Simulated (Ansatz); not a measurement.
A run of Ansatz 0.2.0 is set up as follows.

input.yaml

```yaml
crystal:
  lattice:
    - [0.0, 2.256, 2.256]
    - [2.256, 0.0, 2.256]
    - [2.256, 2.256, 0.0]
  atoms:
    - { symbol: Hf, position: [0.0, 0.0, 0.0] }
    - { symbol: "N", position: [0.5, 0.5, 0.5] }
hamiltonian:
  xc: blyp
  pseudopotentials: { kind: paw }
kpoints:
  mp_grid: { grid: [10, 10, 10] }
scf:
  occupations: { method: fermi_dirac, width: 0.05 }
output:
  forces: true
  stress: true
relax:
  f_tol: 0.01
  max_steps: 40
  cell: { stress_tol: 0.05 }
```

Potentials or basis: Ansatz PAW.

Run with:

```bash
$ ansatz run input.yaml --threads 2 --pin off --max-ram 5632MiB --backend cpu --events-out ev --progress --plain --runs-dir out
```

(1) Predict the relaxed cell.

(2) Estimate the relaxed volume.

## Answers

(1) a = 3.250 Å, b = 3.250 Å, c = 3.250 Å, α = 60.00°, β = 60.00°, γ = 60.00°.

(2) 12.14 Å³/atom.

Caveat: the pressure holds a Pulay correction of +0.5 GPa for the finite cutoff; the PAW data sets come from PBE, with cores solved anew for the run's functional, which leaves a small shift of forces and pressure.
